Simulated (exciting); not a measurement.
# NaCl (Pm-3m) in exciting: further runs, part 2 of 2

exciting (release sodium). The steps go on from the part before.

## 3. Band structure, BLYP

Input file input.xml:

```xml
<input>
  <title>NaCl</title>
  <structure speciespath="./" tshift="false">
    <crystal scale="1">
      <basevect>6.618179936403 0.000000000000 0.000000000000</basevect>
      <basevect>0.000000000000 6.618179936403 0.000000000000</basevect>
      <basevect>0.000000000000 0.000000000000 6.618179936403</basevect>
    </crystal>
    <species speciesfile="Cl.xml" rmt="1.9">
      <atom coord="0.500000000000 0.500000000000 0.500000000000"/>
    </species>
    <species speciesfile="Na.xml" rmt="2">
      <atom coord="0.000000000000 0.000000000000 0.000000000000"/>
    </species>
  </structure>
  <groundstate do="fromscratch" ngridk="8 8 8" rgkmax="7.5" gmaxvr="14" lmaxapw="10" lmaxmat="10" lmaxvr="8" stype="Fermi Dirac" swidth="0.00183747" nempty="10" ValenceRelativity="iora*" epsengy="1e-05" epspot="1e-05" maxscl="60" outputlevel="normal">
    <libxc exchange="XC_GGA_X_B88" correlation="XC_GGA_C_LYP"/>
  </groundstate>
  <properties>
    <bandstructure>
      <plot1d>
        <path steps="80">
          <point coord="0 0 0" label="G"/>
          <point coord="0 0.5 0" label="X"/>
          <point coord="0.5 0.5 0" label="M"/>
          <point coord="0 0 0" label="G"/>
          <point coord="0.5 0.5 0.5" label="R"/>
          <point coord="0 0.5 0" label="X" breakafter="true"/>
          <point coord="0.5 0.5 0" label="M"/>
          <point coord="0.5 0.5 0.5" label="R"/>
        </path>
      </plot1d>
    </bandstructure>
    <dos nwdos="300" winddos="-0.6 0.5" inttype="tetra" ngrdos="100" nsmdos="2"/>
  </properties>
</input>
```

Potentials or basis: all-electron LAPW+lo, shipped species files, valence relativity iora*.

On the command line:

```
$ OMP_NUM_THREADS=1 exciting_smp
```

INFO.OUT:

```text
================================================================================
EXCITING SODIUM started
[... 10 lines left out ...]

 Lattice vectors (cartesian) :
      6.6181799364      0.0000000000      0.0000000000
      0.0000000000      6.6181799364      0.0000000000
      0.0000000000      0.0000000000      6.6181799364

 Reciprocal lattice vectors (cartesian) :
      0.9493826653      0.0000000000      0.0000000000
      0.0000000000      0.9493826653      0.0000000000
      0.0000000000      0.0000000000      0.9493826653

 Unit cell volume                           :     289.8783041975
 Brillouin zone volume                      :       0.8557046521

 Species :    1 (Cl)
     parameters loaded from                 :    Cl.xml
     name                                   :    chlorine
     nuclear charge                         :     -17.00000000
     electronic charge                      :      17.00000000
     atomic mass                            :   64626.31859000
     muffin-tin radius                      :       1.90000000
     # of radial points in muffin-tin       :     300

     atomic positions (lattice) :
       1 :   0.50000000  0.50000000  0.50000000

[... 39 lines left out ...]
 Total core charge                          :      12.00000000
 Total valence charge                       :      16.00000000

 Number of empty states                     :      10
 Total number of valence states             :      19

 Maximum Hamiltonian size                   :     332
 Maximum number of plane-waves              :     320
 Total number of local-orbitals             :      12

 Exchange-correlation type                  :     100
     libxc; exchange: Becke 88; correlation: Lee, Yang & Parr (see libxc for references)

 Smearing scheme                            :    Fermi-Dirac
[... 19 lines left out ...]
+ SCF iteration number :    1                                                  +
++++++++++++++++++++++++++++++++++++++++++++++++++++++++++++++++++++++++++++++++
 Total energy                               :      -626.82930079
 _______________________________________________________________
 Fermi energy                               :         0.07609682
 Kinetic energy                             :       625.81911051
 Coulomb energy                             :     -1209.57564617
 Exchange energy                            :       -41.92219134
 Correlation energy                         :        -1.15057379
[... 430 lines left out ...]
 RMS change in effective potential (target) :  0.651840E-07  ( 0.100000E-04)
 Absolute change in total energy   (target) :  0.292638E-05  ( 0.100000E-04)
 Charge distance                   (target) :  0.192626E-07  ( 0.100000E-04)

++++++++++++++++++++++++++++++++++++++++++++++++++++++++++++++++++++++++++++++++
| Convergency criteria checked for the last 2 iterations                       +
| Convergence targets achieved. Performing final SCF iteration                 +
++++++++++++++++++++++++++++++++++++++++++++++++++++++++++++++++++++++++++++++++
 Total energy                               :      -624.35897733
 _______________________________________________________________
 Fermi energy                               :         0.10432829
 Kinetic energy                             :       626.86590251
 Coulomb energy                             :     -1208.28828171
 Exchange energy                            :       -41.78721047
 Correlation energy                         :        -1.14938768
[... 14 lines left out ...]
 Estimated fundamental gap                  :         0.14878360
        valence-band maximum at   15      0.5000  0.5000  0.0000
     conduction-band minimum at    1      0.0000  0.0000  0.0000

++++++++++++++++++++++++++++++++++++++++++++++++++++++++++++++++++++++++++++++++
[... 12 lines left out ...]
| EXCITING SODIUM stopped                                                      =
================================================================================
```

It took 78 s on 1 thread of Arm Neoverse V2, shared host; peak memory 0.13 GiB.

Results:

* Free energy: -16989.6733 eV
* Band gap on the k mesh: 4.05 eV, indirect (least direct gap 4.54 eV)
* Band gap along the path: 4.05 eV, indirect (least direct gap 4.54 eV)
* All electrons inside the program's atomic spheres: Cl 14.75; Na 9.92 (radii Cl 1.9, Na 2.0 bohr)

Levels at the corners of the path, in eV from the valence-band top:
```tsv
point	band 6	band 7	band 8	band 9	band 10	band 11
Γ	-0.49	-0.49	-0.49	4.05	8.67	8.67
X	-2.91	-0.26	-0.26	7.02	8.60	10.48
M	-2.23	-2.23	0.00	5.58	9.88	11.17
Γ	-0.49	-0.49	-0.49	4.05	8.67	8.67
R	-1.83	-1.83	-1.83	7.21	7.21	7.21
X	-2.91	-0.26	-0.26	7.02	8.60	10.48
M	-2.23	-2.23	0.00	5.58	9.88	11.17
R	-1.83	-1.83	-1.83	7.21	7.21	7.21
```

States per cell in windows of 1 eV (zero at the valence-band top; states under -8 eV left out):
| from (eV) | total |
| --- | --- |
| -8.0 | 0.00 |
| -7.0 | 0.00 |
| -6.0 | 0.00 |
| -5.0 | 0.00 |
| -4.0 | 0.00 |
| -3.0 | 1.40 |
| -2.0 | 2.23 |
| -1.0 | 2.27 |
| 0.0 | 0.05 |
| 1.0 | 0.00 |
| 2.0 | 0.00 |
| 3.0 | 0.00 |
| 4.0 | 0.05 |
| 5.0 | 0.23 |
| 6.0 | 1.20 |
| 7.0 | 0.63 |

A hybrid or GW would open this gap; BLYP tends to underestimate it.
